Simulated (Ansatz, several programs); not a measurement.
Mg₂Sn built on the antifluorite prototype, relaxed with PBE in Ansatz (plane waves, PAW): the symmetry is Fm-3m (No. 225, cubic); a = 6.815 Å in the conventional setting, 26.37 Å³ an atom. Sn has 8 Mg at 2.95 Å; Mg has 4 Sn at 2.95 Å. The cell was then scaled with its shape and fractional coordinates held. The values are computed, spin-unpolarised, and not measurements.

```tsv
V (Å³/atom)	E (meV/atom)
24.790	13.65
26.372	0.00
27.163	2.88
27.954	11.00
```

Q: Pass a cubic E = c₀ + c₁u + c₂u² + c₃u³, with u = V − 26.570 Å³, through these points.

A: c₀ = 0.18, c₁ = +1.854, c₂ = 4.740, c₃ = -0.3107 (meV and Å³).

Q: Where is the minimum, and what bulk modulus follows?

A: dE/du = 0 at u = -0.192, so V₀ = 26.38 Å³. B = V₀ d²E/dV² = 26.38 × (2c₂ + 6c₃u) = 26.38 × 9.838 = 260 meV/Å³, and 1 meV/Å³ is 0.16022 GPa: 42 GPa. A third-order Birch-Murnaghan fit to all five points gives 26.37 Å³ and 41 GPa.

Q: Predict the energy and the pressure at the withheld volume, 25.581 Å³.

A: With u = -0.989: E ≈ 3.28 meV and P = −dE/dV ≈ +1.35 GPa. The run gives 3.25 meV and, from its stress, +1.34 GPa.
